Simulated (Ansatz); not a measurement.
Here is an Ansatz 0.2.0 calculation.

input.yaml

```yaml
crystal:
  lattice:
    - [2.8843249483, 0.0, 0.0]
    - [-1.4421624742, 2.497898678, 0.0]
    - [0.0, 0.0, 9.33675446]
  atoms:
    - { symbol: Al, position: [0.0, 0.0, 0.85000767] }
    - { symbol: Al, position: [0.0, 0.0, 0.14999233] }
    - { symbol: O, position: [0.3333333333, 0.6666666667, 0.77768308] }
    - { symbol: O, position: [0.6666666667, 0.3333333333, 0.0] }
    - { symbol: O, position: [0.3333333333, 0.6666666667, 0.22231692] }
hamiltonian:
  xc: r2scan
  pseudopotentials: { kind: paw }
kpoints:
  mp_grid: { grid: [11, 11, 3] }
scf:
  occupations: { method: fermi_dirac, width: 0.05 }
output:
  forces: true
  stress: true
  eigenvalues: true
relax:
  f_tol: 0.01
  max_steps: 40
  cell: { stress_tol: 0.05 }
```

Potentials or basis: Ansatz PAW.

The run is started by

```console
$ ansatz run input.yaml --threads 2 --pin off --max-ram 5632MiB --backend cpu --events-out ev --progress --plain --runs-dir out
```

(1) Predict the space group after relaxing (to 0.05 Å).

(2) Predict the relaxed cell.

Results:

(1) P-6m2 (No. 187).

(2) a = 2.856 Å, b = 2.856 Å, c = 7.662 Å, α = 90.00°, β = 90.00°, γ = 120.00°.

Caveat: odd divisions of the mesh miss points on the zone boundary, where band edges often lie, so the gap on the mesh can be too wide.
